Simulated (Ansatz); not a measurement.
# MgO (Fm-3m) in Ansatz: atomic charges with RPBE+D3(BJ)

Aim: the atomic charges of MgO with RPBE+D3(BJ).

Everything below comes from runs of Ansatz 0.2.0. Logs are shortened: lines on timing, memory, paths and dates and some standing lists are left out, and cuts for length are marked.

**What was measured.**

From “Electronic structure of alkaline earth and post-transition metal oxides”, 2009, arxiv:0908.1581, for a bulk crystal of MgO: band gap 7.83 eV.

How close the calculation comes is told below.

**1. The structure**

It takes space group Fm-3m (No. 225, cubic). The conventional cell has a = 4.194 Å, b = 4.194 Å, c = 4.194 Å, α = 90.00°, β = 90.00°, γ = 90.00°. Mg (site symmetry m-3m) is surrounded by 6 O at 2.10 Å. O (site symmetry m-3m) is surrounded by 6 Mg at 2.10 Å.

The cell is a database's computed one.

**2. Atomic charges, RPBE+D3(BJ)**

input.yaml reads:

```yaml
crystal:
  lattice: { a: 4.19400279, b: 4.19400279, c: 4.19400279, alpha: 90.0, beta: 90.0, gamma: 90.0 }
  space_group: 225
  reduce_to_primitive: true
  atoms:
    - { symbol: Mg, wyckoff: "4a", position: [0.0, 0.0, 0.0] }
    - { symbol: O, wyckoff: "4b", position: [0.5, 0.0, 0.0] }
hamiltonian:
  xc: rpbe
  pseudopotentials: { kind: paw, core: small }
  dispersion: d3bj
kpoints:
  mp_grid: { grid: [11, 11, 11] }
scf:
  occupations: { method: fixed }
output:
  forces: true
  stress: true
  eigenvalues: true
  bader: true
  populations: true
```

Potentials or basis: Ansatz PAW.

Started as:

```console
> ansatz run input.yaml --threads 1 --pin off --max-ram 2560MiB --backend cpu --events-out ev --progress --plain --runs-dir out
```

Output:

```text
Warning: of Mg the run reads no dataset of the core that `hamiltonian.pseudopotentials.core` asks for: this build lists none beside the file that it uses, or the input names that file
Warning: RAYON_NUM_THREADS=1 ignored (pool sized by the plan → 1); use --threads N
crystal.space_group: 225 is read as Fm-3m: the typed cell holds Mg4O4 (Mg 4a, O 4b). Least distances (Å): Mg–Mg 2.966, Mg–O 2.097, O–O 2.966
crystal.space_group generates its sites in this order, which a site index counts, at these fractional coordinates of the primitive cell where crystal.reduce_to_primitive is true, and else of the cell that is read (crystal.supercell repeats the list replica by replica, and crystal.defects acts on that): 0: Mg [0.000000, 0.000000, 0.000000]; 1: O [0.500000, 0.500000, 0.500000];
Engine: ansatz 0.2.0, aarch64-unknown-linux-gnu
Pseudopotentials: kind: paw
Pseudopotential: Mg, paw, valence charge 10, recommended cutoff 420 eV (normal), Mg.paw.azcp
Pseudopotential: O, paw, valence charge 6, recommended cutoff 420 eV (normal), O.paw.azcp
Functional definition: RPBE
  parameter kappa = 0.804
  parameter beta = 0.06672455060314922
  exchange = rpbe_x(kappa = kappa, mu = beta*pi^2/3)
  correlation = pbe_c(beta = beta)
Crystal: 2 atoms, lattice volume = 18.443 Å³
Basis set: ecut = 420 eV, 339 PW (Γ), exchange–correlation on 40×40×40 points (8 copies of the dense FFT grid, shifted against one another)
Bands: 12, of which v1, the nominal top of the filled ones, is band 8 counted from 1 (7 counted from 0)
Symmetry: 48 space group operations
Space group: Fm-3m (ITA 225), of the structure as read, at distance tolerance 2.6e-5 Å
k-points: 56 of 1331
Non-local potential: Mg, projectors of the file, l = 0: 3, l = 1: 2, l = 2: 1
Non-local potential: O, projectors of the file, l = 0: 2, l = 1: 2, l = 2: 1
PAW form: soft (Blöchl's): semilocal exchange-correlation on the pseudo side does not see the compensation charge
PAW frozen core: Mg, regenerated for the run's functional, and the local potential with it (the file was generated under x = pbe(κ = 0.804, μ = 0.2195149727645171), c = pbe(β = 0.06672455060314922))
PAW frozen core: O, regenerated for the run's functional, and the local potential with it (the file was generated under x = pbe(κ = 0.804, μ = 0.2195149727645171), c = pbe(β = 0.06672455060314922))
PAW one-centre angular grid: Mg, 110 points (default); XC on 64 Gauss nodes
PAW one-centre angular grid: O, 110 points (default); XC on 64 Gauss nodes
Initial density: superposition of atomic densities (neutral atoms: chi_scale 0, normalization atom), corrected by the library's trained network
Initial wavefunctions: pseudopotential atomic-orbital guess
Functional: x = rpbe, c = pbe(β = 0.06672455060314922)
SCF iter   1: F=—  HF=-2501.176549 eV  |F-HF|=—  |Δ(HF+E_count)|=         —  Δρ=4.94e-3  dr2=3.31e-3  ethr=1.77e-3  ⟨swp⟩=4.6  Hψ=3498  notcnv=0  defer=97
preconditioner: auto → none  [insulator: Δε(μ)=5.011 eV  Ē_g=18.885 eV  n_scr=8 (ndim 8)  ℏωp=24.5 eV  f_vac=0.000  ε∞_Penn≈2.7]
SCF iter   2: F=—  HF=-2501.175592 eV  |F-HF|=—  |Δ(HF+E_count)|=   9.57e-4  Δρ=2.67e-3  dr2=4.67e-4  ethr=2.07e-5  ⟨swp⟩=2.3  Hψ=1628  notcnv=0  defer=110
SCF iter   3: F=—  HF=-2501.175487 eV  |F-HF|=—  |Δ(HF+E_count)|=   1.05e-4  Δρ=7.85e-4  dr2=8.46e-5  ethr=2.92e-6  ⟨swp⟩=2.0  Hψ=987  notcnv=0  defer=110
SCF iter   4: F=—  HF=-2501.175466 eV  |F-HF|=—  |Δ(HF+E_count)|=   2.07e-5  Δρ=3.83e-4  dr2=1.57e-5  ethr=5.29e-7  ⟨swp⟩=1.1  Hψ=677  notcnv=0  defer=105
SCF iter   5: F=—  HF=-2501.175465 eV  |F-HF|=—  |Δ(HF+E_count)|=   4.61e-7  Δρ=8.52e-5  dr2=8.26e-7  ethr=9.82e-8  ⟨swp⟩=2.6  Hψ=1149  notcnv=0  defer=110
SCF iter   6: F=-2501.175465 eV  HF=-2501.175465 eV  |F-HF|=1.18e-9  |Δ(HF+E_count)|=   5.87e-8  Δρ=9.26e-6  dr2=1.02e-8  ethr=6.25e-10  ⟨swp⟩=5.1  Hψ=3606  notcnv=0
SCF 1 converged in 6 iterations: F = -2501.175465 eV  dr2 = 1.02e-8
SCF converged after 6 iterations
Free energy (F): -2501.175465 eV
Harris-Foulkes:  -2501.175465 eV  (|F-HF|=1.18e-9)
Internal energy: -2501.175465 eV  (E = F + TS)
E sigma→0 (E₀):  -2501.175465 eV
Fermi energy:    8.456775 eV
--- Per-component energies (eV) ---
  E_band       = -287.806149
  E_kinetic    = 256.612440
  E_local      = -1594.607625  (includes V_loc(G=0)·N_el)
  E_nonlocal   = 141.962652
  E_hartree    = 552.225899
  E_xc         = -105.869172
  E_vxc        = -135.299166  (∫ρ·V_xc dr)
  E_paw        = -453.899394  (= ΣΔE_a)
  E_vpaw       = -60.926862  (= ΣTr[D̂ρ^β])
  E_aug_tail   = 0.002492  (compensation charges beyond the density's cutoff)
  E_ewald      = -1294.918654
  E_disp       = -2.637660  (pairwise vdW)
  E_core_change = -0.046443  (= ΣΔE_core)
  E_smearing   = -0.000000  (= −TS)
  E_closure    = -0.000000  (closes the sum)
  Σ components = -2501.175465   (vs F -2501.175465, Δ=0.00e0)
--- Forces (eV/Å), atoms counted from 1 ---
  atom   1  Mg     0.00000000    -0.00000000    -0.00000000
  atom   2  O      0.00000000    -0.00000000    -0.00000000
  max |Σ_I F_I| component: 4.47e-30 eV/Å
--- Stress (GPa, compression-positive) ---
      -14.647291      -0.000000       0.000000
       -0.000000     -14.647291       0.000000
        0.000000      -0.000000     -14.647291
  P = ⅓ Tr σ = -14.6473 GPa (-146.473 kbar)
--- Band table (eV; the first three rows and the last of 56) ---
  k-point 0: bands = ["-63.9946", "-30.5264", "-30.5264", "-30.5264", "-8.9344", "8.4568", "8.4568", "8.4568", "13.4378", "24.5112", "24.5112", "24.5112"]
  k-point 1: bands = ["-63.9938", "-30.5336", "-30.5271", "-30.5271", "-8.8431", "7.9143", "8.4002", "8.4002", "13.9632", "23.3942", "24.7155", "24.7155"]
  k-point 2: bands = ["-63.9919", "-30.5529", "-30.5290", "-30.5290", "-8.5886", "6.7498", "8.2522", "8.2522", "15.0365", "21.9366", "25.1753", "25.1753"]
  k-point 55: bands = ["-63.9827", "-30.5815", "-30.5782", "-30.5557", "-7.3343", "5.3648", "5.5753", "6.8313", "19.9075", "20.5982", "21.0073", "24.6384"]
--- Löwdin populations: 2 sites ---
  site symbol       q [e]
     0     Mg      8.4558
     1      O      7.4032
  spilling = 0.008816 (of n_electrons = 16.000000)
--- Bader charges: 2 sites ---
  site symbol  charge [e]  shift [e]
     0     Mg      1.7276     0.0046
     1      O     -1.7276     0.0046
  estimated error of the sums over rays = 1.3e-4 e
```

Run time: 6.9 s. Hardware: 1 thread of Arm Neoverse V2, shared host; peak memory 0.26 GiB.

Results:

- Free energy: -2501.1755 eV
- Pressure: -14.6 GPa
- Band gap on the k mesh: 4.98 eV, direct
- Bader charges: Mg +1.73; O -1.73 e

Caveat: odd divisions of the mesh miss points on the zone boundary, where band edges often lie, so the gap on the mesh can be too wide; the pressure holds a Pulay correction of +0.5 GPa for the finite cutoff; the PAW data sets come from PBE, with cores solved anew for the run's functional, which leaves a small shift of forces and pressure.

**3. Comparison with measurements**

Step 2. Measured gap of MgO: 7.83 eV (quoted in “Electronic structure of alkaline earth and post-transition metal oxides”, 2009, arxiv:0908.1581). This calculation gives 4.98 eV (-2.85 eV). The value is that of RPBE+D3(BJ), without temperature or zero-point motion. Semilocal functionals fall short of measured gaps as a rule. The cell is a database's relaxed one, not the measured one, which moves gaps too.
